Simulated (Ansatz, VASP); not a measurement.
## Ta: VASP beside Ansatz

The input INCAR:

```
PREC = Accurate ; ENCUT = 600
EDIFF = 1E-6 ; ISMEAR = -1
SIGMA = 0.15 ; LREAL = False
LASPH = True ; NELM = 80
ALGO = Normal ; ISIF = 3
LWAVE = False ; LCHARG = False
GGA = PE ; IBRION = 2
NSW = 80 ; EDIFFG = -0.001
```

KPOINTS

```
regular mesh
0
Gamma
  16 16 16
```

POSCAR

```
Ta
1.0
   -1.6595059331      1.6595059331      1.6595059331
    1.6595059331     -1.6595059331      1.6595059331
    1.6595059331      1.6595059331     -1.6595059331
Ta
1
Direct
    0.0000000000      0.0000000000      0.0000000000
```

Input for Ansatz:

```yaml
crystal:
  lattice:
    - [-1.6595059331, 1.6595059331, 1.6595059331]
    - [1.6595059331, -1.6595059331, 1.6595059331]
    - [1.6595059331, 1.6595059331, -1.6595059331]
  atoms:
    - { symbol: Ta, position: [0.0, 0.0, 0.0] }
basis:
  ecutwfc: 420
kpoints:
  mp_grid: { grid: [16, 16, 16] }
hamiltonian:
  xc: pbe
  pseudopotentials: { kind: paw, azcp: { folder: soft_1 } }
scf:
  occupations: { method: fermi_dirac, width: 0.15 }
output:
  forces: true
  stress: true
  eigenvalues: true
  write_density: true
  write_potential: true
  elf: true
  volumetric_format: npy
relax:
  adjacent_minimum: "off"
  f_tol: 0.001
  max_steps: 60
  cell: { stress_tol: 0.01 }
```

Alike in both runs: task relaxation of cell and atoms; functional PBE; k mesh 16 × 16 × 16; occupations fermi-dirac, width 0.15 eV; no spin polarisation.

|  | VASP | Ansatz |
| --- | --- | --- |
| version | VASP 6.6.1 | Ansatz 0.2.0 |
| potentials or method | VASP PAW PBE potentials, release 64 (Ta_pv) | scalar-relativistic, plane waves, PAW |
| plane-wave cutoff (eV) | 600 | 420 |
| valence electrons in the cell | 11 | 13 |

Ansatz gave:

| Item | Value |
| --- | --- |
| gap on the k mesh at the Fermi level, each at its own relaxed structure (eV) | none |
| relaxed volume (Å³/atom) | 18.34 |
| relaxed cell length with the largest relative difference (Å) | 2.877 |

Q: Estimate VASP's values.

A: gap on the k mesh at the Fermi level, each at its own relaxed structure (eV): none; relaxed volume (Å³/atom): 18.35; relaxed cell length with the largest relative difference (Å): 2.878.

A gap of «none» marks a metal or a gap that the smearing closes. The two sets of potentials don't hold the same shells in valence.

Spin-orbit coupling is left out, which matters for the levels of Ta.
